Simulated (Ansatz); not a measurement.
# C: the cost of one run

Computed with Ansatz 0.2.0 (DFT PBE+D3(BJ), scalar-relativistic, plane waves, PAW, unless a step's input says otherwise).

## (1) The system as given

The structure is trigonal, space group P-3m1 (No. 164). The conventional cell has a = 2.456 Å, b = 2.456 Å, c = 20.054 Å, α = 90.00°, β = 90.00°, γ = 120.00°. C (site symmetry 3m) is surrounded by 3 C at 1.42 Å.

Structure file:

```cif
data_structure
_symmetry_space_group_name_H-M 'P-3m1'
_symmetry_Int_Tables_number 164
_cell_length_a 2.4561
_cell_length_b 2.4561
_cell_length_c 20.0536
_cell_angle_alpha 90.000
_cell_angle_beta 90.000
_cell_angle_gamma 120.000
_cell_volume 104.76
loop_
_atom_site_label
_atom_site_type_symbol
_atom_site_symmetry_multiplicity
_atom_site_Wyckoff_symbol
_atom_site_fract_x
_atom_site_fract_y
_atom_site_fract_z
_atom_site_occupancy
C1 C 2 d 0.66667 0.33333 0.49866 1
```

Free-standing sheet.

## (2) Relaxing the sheet and its cell in the plane

File input.yaml:

```yaml
crystal:
  lattice:
    - [2.45605269, 0.0, 0.0]
    - [-1.22802635, 2.12700403, 0.0]
    - [0.0, 0.0, 20.0535522518]
  atoms:
    - { symbol: C, position: [0.66666667, 0.33333333, 0.4986647689] }
    - { symbol: C, position: [0.33333333, 0.66666667, 0.5013352311] }
basis:
  ecutwfc: 600.0
  fft_grid_basis: typed
kpoints:
  mp_grid: { grid: [15, 15, 1] }
hamiltonian:
  xc: pbe
  dispersion: d3bj
scf:
  occupations: { method: gaussian, width: 0.05 }
output:
  forces: true
  eigenvalues: true
  stress: true
efield:
  axis: 3
  dipole_correction: true
  ramp_width: 0.04
relax:
  adjacent_minimum: "off"
  f_tol: 0.02
  max_steps: 60
  cell: { fix: [c, alpha, beta], stress_tol: 0.05 }
```

Launch:

```sh
> ansatz run input.yaml --threads 1 --pin off --max-ram 2211MiB --backend cpu --events-out ev --progress --plain --runs-dir out
```

**Question.** How long does this run take on 1 thread of Intel Xeon 6975P-C (Granite Rapids), shared host, and how much memory does it need?

About 12 s, with a peak of 0.46 GiB.
